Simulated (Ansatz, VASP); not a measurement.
# WC (Qusongite): VASP beside Ansatz

```
CELL_PARAMETERS angstrom
2.93556 0.00000 0.00000
-1.46778 2.54227 0.00000
0.00000 0.00000 2.83660
ATOMIC_POSITIONS crystal
W 0.00000 0.00000 0.00000
C 0.66667 0.33333 0.50000
```

Alike in both runs: task single point; functional PBE; k mesh 9 × 9 × 8; occupations fermi-dirac, width 0.05 eV; no spin polarisation.

|  | VASP | Ansatz |
| --- | --- | --- |
| version | VASP 6.6.1 | Ansatz 0.2.0 |
| potentials or method | VASP PAW PBE potentials, release 64 (W_sv, C) | Ansatz PAW |
| plane-wave cutoff (eV) | 520 | 420 |
| valence electrons in the cell | 18 | 18 |

Ansatz gave:

```
gap on the k mesh at the Fermi level (eV)       : none
pressure (GPa)                                  : -1.8
largest component of the traceless stress (GPa) : 3.38
```

**Question.** Which values does VASP return?

**Answer.** gap on the k mesh at the Fermi level (eV): none; pressure (GPa): -0.7; largest component of the traceless stress (GPa): 3.60.

A gap of «none» marks a metal or a gap that the smearing closes.

Caveats: the pressure holds a Pulay correction of +0.3 GPa for the finite cutoff (Ansatz). Spin-orbit coupling is left out, which matters for the levels of W.
